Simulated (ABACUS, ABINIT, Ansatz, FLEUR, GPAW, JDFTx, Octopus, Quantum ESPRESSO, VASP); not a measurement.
## CoO: 9 runs at one level of theory

```
Co O
1.0
     0.00000    2.13150    2.13150
     2.13150    0.00000    2.13150
     2.13150    2.13150    0.00000
Co O
1 1
Cartesian
  0.0000 0.0000 0.0000
  2.1315 2.1315 2.1315
```

Alike in all runs: task single point; functional PBE; k mesh 11 × 11 × 11; occupations fermi-dirac, width 0.05 eV; collinear spin, ferromagnetic start; no spin-orbit coupling. The measured crystal is an antiferromagnetic insulator; the state found here is the runs' own. Pressure is positive in compression and, in plane waves, holds the error of the finite cutoff.

```json
{"program and potentials": "Ansatz, all-electron LAPW, scalar-relativistic", "plane-wave cutoff (eV)": "-", "notes": "-", "pressure (GPa)": "-1.92", "net moment per atom (μB)": "1.46"}
{"program and potentials": "JDFTx, PseudoDojo-SR-PBE-0.5-standard", "plane-wave cutoff (eV)": "1306", "notes": "11.5 valence electrons an atom on average", "pressure (GPa)": "-1.98", "net moment per atom (μB)": "1.49"}
{"program and potentials": "Octopus, pseudodojo_pbe (PseudoDojo 0.5, PBE)", "plane-wave cutoff (eV)": "-", "notes": "11.5 valence electrons an atom on average", "pressure (GPa)": "-", "net moment per atom (μB)": "1.49"}
{"program and potentials": "ABINIT, JTH PAW PBE v2.0", "plane-wave cutoff (eV)": "707", "notes": "11.5 valence electrons an atom on average", "pressure (GPa)": "-2.28", "net moment per atom (μB)": "1.46"}
{"program and potentials": "VASP, PBE PAW files Co, O, 520 eV", "plane-wave cutoff (eV)": "520", "notes": "7.5 valence electrons an atom on average", "pressure (GPa)": "-2.41", "net moment per atom (μB)": "1.45"}
{"program and potentials": "GPAW, GPAW PAW data sets (gpaw-data 1.2.1)", "plane-wave cutoff (eV)": "800", "notes": "7.5 valence electrons an atom on average", "pressure (GPa)": "-1.34", "net moment per atom (μB)": "1.46"}
{"program and potentials": "Quantum ESPRESSO, SSSP 1.3 efficiency PBE", "plane-wave cutoff (eV)": "748", "notes": "11.5 valence electrons an atom on average", "pressure (GPa)": "-1.88", "net moment per atom (μB)": "1.49"}
{"program and potentials": "ABACUS, PseudoDojo NC SR 0.4.1 PBE standard, plane waves", "plane-wave cutoff (eV)": "1320", "notes": "11.5 valence electrons an atom on average", "pressure (GPa)": "-1.96", "net moment per atom (μB)": "1.49"}
{"program and potentials": "FLEUR, all-electron, FLAPW", "plane-wave cutoff (eV)": "-", "notes": "-", "pressure (GPa)": "-", "net moment per atom (μB)": "1.46"}
```

The pressure spans -2.41 (VASP, PBE PAW files Co, O, 520 eV) to -1.34 GPa (GPAW, GPAW PAW data sets (gpaw-data 1.2.1)), with all-electron results at -1.92. The net moment per atom spans 1.45 (VASP, PBE PAW files Co, O, 520 eV) to 1.49 μB (Octopus, pseudodojo_pbe (PseudoDojo 0.5, PBE)), with all-electron results at 1.46. The state is the one that the start led to, which needn't be the lowest.

Differences between rows come from potentials, basis sets and numerical settings, since the functional is the same but for its coding. Runs on potential files found faulty are left out.
